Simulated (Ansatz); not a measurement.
This Ansatz 0.2.0 run on MnO2 needs a look.

File input.yaml:

```yaml
crystal:
  lattice:
    - [2.8565781804, 0.0, 0.0]
    - [-1.4282890902, 2.4738692722, 0.0]
    - [0.0, 0.0, 4.4173190965]
  atoms:
    - { symbol: Mn, position: [0.0, 0.0, 0.5], spin: 2.0 }
    - { symbol: O, position: [0.3333333333, 0.6666666667, 0.70629257] }
    - { symbol: O, position: [0.6666666667, 0.3333333333, 0.29370743] }
hamiltonian:
  xc: pbesol
  pseudopotentials: { kind: paw }
kpoints:
  mp_grid: { grid: [9, 9, 5] }
scf:
  occupations: { method: fermi_dirac, width: 0.05 }
  max_iter: 60
output:
  forces: true
  stress: true
  eigenvalues: true
relax:
  f_tol: 0.01
  max_steps: 40
```

Potentials or basis: Ansatz PAW.

Launch:

```bash
$ ansatz run input.yaml --threads 2 --pin off --max-ram 5632MiB --backend cpu --events-out ev --progress --plain --runs-dir out
```

Output:

```text
Error: inconsistent input (magnetization.spin_polarized): false but per-atom `spin:`, `per_species`, `initial_magnetization`, `magnetic_field`, or `spin_locking` is set
```

Task: Diagnose the run.

Result: The program refused the input. The input holds a flaw that was put in on purpose: a moment without spin polarisation (magnetization = left out; crystal.atoms[0].spin = 2).
